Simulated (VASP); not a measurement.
# CdTe (F-43m) in VASP: band structure with PBE

Aim: the band structure of CdTe with PBE.

All numbers are computed with VASP 6.6.1; they aren't measurements. Logs are shortened: lines on timing, memory, paths and dates and some standing lists are left out, and cuts for length are marked.

**The experiment to reproduce.**

A printed reference work, data compilation reports, for a bulk crystal of CdTe at 0 K: band gap 1.607 eV.

The runs below are set against these values where they give the same quantity.

## Step 1: The crystal as given

Symmetry: F-43m, No. 216, cubic system. The conventional cell has a = 6.625 Å, b = 6.625 Å, c = 6.625 Å, α = 90.00°, β = 90.00°, γ = 90.00°. Cd (site symmetry -43m) has 4 Te at 2.87 Å as nearest neighbours. Te (site symmetry -43m) is surrounded by 4 Cd at 2.87 Å.

## Step 2: Band structure, PBE

The input, POSCAR:

```
CdTe                                    
1.0
    0.0000000000      3.3123709002      3.3123709002
    3.3123709002      0.0000000000      3.3123709002
    3.3123709002      3.3123709002     -0.0000000000
  Cd              Te            
     1     1
Direct
     1.0000000000000000    1.0000000000000000    1.0000000000000000
     0.2500000000000000    0.2500000000000000    0.2500000000000000
```

The input, INCAR.step1:

```
PREC = Accurate
ENCUT = 520
EDIFF = 1E-7
ISMEAR = 0
SIGMA = 0.02
LREAL = False
LASPH = True
NELM = 60
ALGO = Fast
ISIF = 2
LWAVE = False
LCHARG = True
GGA = PE
AMIX = 0.2
```

The input, KPOINTS.step1:

```
regular mesh
0
Gamma
  8 8 8
```

The input, INCAR.step2:

```
PREC = Accurate
ENCUT = 520
EDIFF = 1E-7
ISMEAR = 0
SIGMA = 0.05
LREAL = False
LASPH = True
NELM = 60
ALGO = Fast
ISIF = 2
LWAVE = False
LCHARG = False
GGA = PE
AMIX = 0.2
ICHARG = 11
```

The input, KPOINTS.step2:

```
path GXWKGLUWLK,UX
10
line-mode
reciprocal
 0.0000000000  0.0000000000  0.0000000000  G
 0.5000000000  0.0000000000  0.5000000000  X

 0.5000000000  0.0000000000  0.5000000000  X
 0.5000000000  0.2500000000  0.7500000000  W

 0.5000000000  0.2500000000  0.7500000000  W
 0.3750000000  0.3750000000  0.7500000000  K

 0.3750000000  0.3750000000  0.7500000000  K
 0.0000000000  0.0000000000  0.0000000000  G

 0.0000000000  0.0000000000  0.0000000000  G
 0.5000000000  0.5000000000  0.5000000000  L

 0.5000000000  0.5000000000  0.5000000000  L
 0.6250000000  0.2500000000  0.6250000000  U

 0.6250000000  0.2500000000  0.6250000000  U
 0.5000000000  0.2500000000  0.7500000000  W

 0.5000000000  0.2500000000  0.7500000000  W
 0.5000000000  0.5000000000  0.5000000000  L

 0.5000000000  0.5000000000  0.5000000000  L
 0.3750000000  0.3750000000  0.7500000000  K

 0.6250000000  0.2500000000  0.6250000000  U
 0.5000000000  0.0000000000  0.5000000000  X
```

Potentials or basis: VASP PAW PBE potentials, release 64 (Cd, Te).

Launch:

```sh
cat potpaw_PBE.64/Cd/POTCAR potpaw_PBE.64/Te/POTCAR > POTCAR
cp INCAR.step1 INCAR
cp KPOINTS.step1 KPOINTS
mpirun -np 1 vasp_std > vasp.out
cp INCAR.step2 INCAR
cp KPOINTS.step2 KPOINTS
mpirun -np 1 vasp_std > vasp.out
```

OUTCAR:

```text
PREC = Accurate
   ENCUT = 520
   EDIFF = 1E-7
   ISMEAR = 0
   LREAL = False
   LASPH = True
   NELM = 60
   ISIF = 2
   GGA = PE
   AMIX = 0.2
   ICHARG = 11

 ion  position               nearest neighbor table
   1  0.000  0.000  0.000-   2 2.87   2 2.87   2 2.87   2 2.87
   2  0.250  0.250  0.250-   1 2.87   1 2.87   1 2.87   1 2.87

  LATTYP: Found a face centered cubic cell.
 ALAT       =     6.6247418004

  Lattice vectors:

 A1 = (   0.0000000000,   3.3123709002,   3.3123709002)
 A2 = (   3.3123709002,   0.0000000000,   3.3123709002)
 A3 = (   3.3123709002,   3.3123709002,   0.0000000000)

Analysis of symmetry for initial positions (statically):
=====================================================================
 Subroutine PRICEL returns:
 Original cell was already a primitive cell.

 Routine SETGRP: Setting up the symmetry group for a
 face centered cubic supercell.

 Subroutine GETGRP returns: Found 24 space group operations
 (whereof 24 operations were pure point group operations)
 out of a pool of 48 trial point group operations.

The static configuration has the point symmetry T_d .

Analysis of symmetry for dynamics (positions and initial velocities):
=====================================================================
 Subroutine PRICEL returns:
 Original cell was already a primitive cell.

 Routine SETGRP: Setting up the symmetry group for a
 face centered cubic supercell.

 Subroutine GETGRP returns: Found 24 space group operations
 (whereof 24 operations were pure point group operations)
 out of a pool of 48 trial point group operations.

The dynamic configuration has the point symmetry T_d .

 Subroutine INISYM returns: Found 24 space group operations
 (whereof 24 operations are pure point group operations),
 and found     1 'primitive' translations

----------------------------------------------------------------------------------------

                                     Primitive cell

  volume of cell :      72.6853

  direct lattice vectors                    reciprocal lattice vectors
     0.000000000  3.312370900  3.312370900    -0.150949279  0.150949279  0.150949279
     3.312370900  0.000000000  3.312370900     0.150949279 -0.150949279  0.150949279
     3.312370900  3.312370900  0.000000000     0.150949279  0.150949279 -0.150949279

  length of vectors
     4.684399851  4.684399851  4.684399851     0.261451821  0.261451821  0.261451821

  position of ions in fractional coordinates (direct lattice)
     0.000000000  0.000000000  0.000000000
     0.250000000  0.250000000  0.250000000
[... 83 lines left out ...]
   NUPDOWN=      -1.0000    fix difference up-down
   EMIN   =  10.00;   EMAX   =-10.00  energy-range for DOS
   EFERMI =   0.00;   METHOD = LEGACY
   ISMEAR =     0;   SIGMA  =   0.05  broadening in eV -4-tet -1-fermi 0-gaus
   EFERMI_NEDOS =   21; number of points for ismear=-14 and -15
   IALGO  =     68    algorithm
   IMIX   =      4    mixing-type and parameters
     AMIX     =   0.20;   BMIX     =  1.00
     AMIX_MAG =   0.80;   BMIX_MAG =  1.00
  volume/ion in A,a.u.               =      36.34       245.25
  Fermi-wavevector in a.u.,A,eV,Ry     =   1.028056  1.942744 14.379981  1.056899
  Thomas-Fermi vector in A             =   2.162033
   LORBIT       =      0    0 simple, 1 ext, 2 COOP (PROOUT), +10 PAW based schemes
   GGA     = PE    functional components
   LHFCALC =     F    Hartree Fock is set to
   AEXX    =    0.0000 exact exchange contribution
   IVDW    =     0    specifies the selected vdW correction
   LEPSILON=     F    determine dielectric tensor
   LRPA    =     F    only Hartree local field effects (RPA)
 non-spin polarized calculation
 RMM-DIIS sequential band-by-band and
 Gauss-broadening in eV      SIGMA  =   0.05
  energy-cutoff  :      520.00
  volume of cell :       72.69
 maximum number of plane-waves:      1980
 NGX is ok and might be reduce to    36

 number of electron      18.0000006 magnetization

 Free energy of the ion-electron system (eV)
  ---------------------------------------------------
  ext. energy  EPLUGINS =         0.00000000
  ---------------------------------------------------
  free energy    TOTEN  =        -4.98538925 eV

  energy without entropy =       -4.98538925  energy(sigma->0) =       -4.98538925

 E-fermi :   1.9891     XC(G=0):  -8.2959

 val. band max:        1.7725909769   @ k =   0.0000   0.0000   0.0000
 cond. band min:       2.3467350297   @ k =   0.0000   0.0000   0.0000
 fundamental gap:      0.5741440529
 Fermi energy:         1.9891297556

 k-point     1 :       0.0000    0.0000    0.0000
  band No.  band energies     occupation
      1      -9.0460      2.00000
      2      -6.3097      2.00000
      3      -6.3097      2.00000
      4      -6.3097      2.00000
      5      -6.0930      2.00000
      6      -6.0930      2.00000
      7       1.7726      2.00000
      8       1.7726      2.00000
      9       1.7726      2.00000
     10       2.3467      0.00000
     11       6.4131      0.00000
     12       6.4131      0.00000
     13       6.4131      0.00000
[... 354 lines left out ...]
  band No.  band energies     occupation
      1      -8.6096      2.00000
      2      -6.2109      2.00000
      3      -6.2009      2.00000
      4      -6.1209      2.00000
      5      -6.0880      2.00000
      6      -5.6211      2.00000
      7      -2.1120      2.00000
      8      -0.3838      2.00000
      9       0.0123      2.00000
     10       5.4999      0.00000
     11       6.2864      0.00000
     12       7.6633      0.00000
     13       8.3353      0.00000

 [... further k-points ...]

------------------------ aborting loop because EDIFF is reached ----------------------------------------

  FORCE on cell =-STRESS in cart. coord.  units (eV):
  Direction    XX          YY          ZZ          XY          YZ          ZX
  --------------------------------------------------------------------------------------
  -------------------------------------------------------------------------------------
  Total       -0.4571804     -0.4571804     -0.4571804      0.0000000      0.0000000      0.0000000
  in kB      -10.0774662    -10.0774662    -10.0774662      0.0000000      0.0000000      0.0000000
  external PRESSURE =     -10.0774662 kB  Pullay stress =       0.0000000 kB

 VOLUME and BASIS-vectors are now :
 -----------------------------------------------------------------------------
  energy-cutoff  :      520.00
  volume of cell :       72.69
      direct lattice vectors                 reciprocal lattice vectors
     0.000000000  3.312370900  3.312370900    -0.150949279  0.150949279  0.150949279
     3.312370900  0.000000000  3.312370900     0.150949279 -0.150949279  0.150949279
     3.312370900  3.312370900  0.000000000     0.150949279  0.150949279 -0.150949279

 POSITION                                       TOTAL-FORCE (eV/Angst)
 -----------------------------------------------------------------------------------
      0.00000      0.00000      0.00000        -0.000000      0.000000     -0.000000
      1.65619      1.65619      1.65619         0.000000     -0.000000      0.000000
 -----------------------------------------------------------------------------------
    total drift:                               -0.000000     -0.000000     -0.000001

  FREE ENERGIE OF THE ION-ELECTRON SYSTEM (eV)
  ---------------------------------------------------
  free  energy   TOTEN  =        -4.9853892538 eV

  energy  without entropy=       -4.9853892538  energy(sigma->0) =       -4.98538925
```

It took 62 s on 1 thread of AMD EPYC 9R14 (Zen 4), shared host; peak memory 0.24 GiB.

Results:

```
Band gap on the k mesh  : 0.57 eV, direct
Band gap along the path : 0.57 eV, direct
```

Levels at the corners of the path, in eV from the valence-band top:
```
point  band 7  band 8  band 9  band 10  band 11  band 12
    Γ    0.00    0.00    0.00     0.57     4.64     4.64
    X   -4.00   -1.65   -1.65     2.67     2.75     8.50
    X   -4.00   -1.65   -1.65     2.67     2.75     8.50
    W   -3.88   -2.07   -1.93     4.02     4.70     5.48
    W   -3.88   -2.07   -1.93     4.02     4.70     5.48
    K   -3.90   -2.27   -1.37     2.92     4.43     7.21
    K   -3.90   -2.27   -1.37     2.92     4.43     7.21
    Γ    0.00    0.00    0.00     0.57     4.64     4.64
    Γ    0.00    0.00    0.00     0.57     4.64     4.64
    L   -4.06   -0.68   -0.68     1.75     5.21     5.21
    L   -4.06   -0.68   -0.68     1.75     5.21     5.21
    U   -3.90   -2.27   -1.37     2.92     4.43     7.21
    U   -3.90   -2.27   -1.37     2.92     4.43     7.21
    W   -3.88   -2.07   -1.93     4.02     4.70     5.48
    W   -3.88   -2.07   -1.93     4.02     4.70     5.48
    L   -4.06   -0.68   -0.68     1.75     5.21     5.21
    L   -4.06   -0.68   -0.68     1.75     5.21     5.21
    K   -3.90   -2.27   -1.37     2.92     4.43     7.21
    U   -3.90   -2.27   -1.37     2.92     4.43     7.21
    X   -4.00   -1.65   -1.65     2.67     2.75     8.50
```

Caveat: the log is that of the step along the path at fixed density, whose energy, stress, charges and moments have no meaning; spin-orbit coupling is left out, which moves the levels of the heavy elements.

## Step 3: Against experiment

Step 2. Against the measured gap of CdTe, 1.607 eV (0 K; a printed reference work, data compilation), the calculated 0.57 eV is off by -1.03 eV. So large a miss can be the level of theory's own, or it may mean another phase, state or a wrong row. Spin-orbit coupling on Cd, Te is left out. The value is that of PBE, without temperature or zero-point motion. Semilocal functionals fall short of measured gaps as a rule.
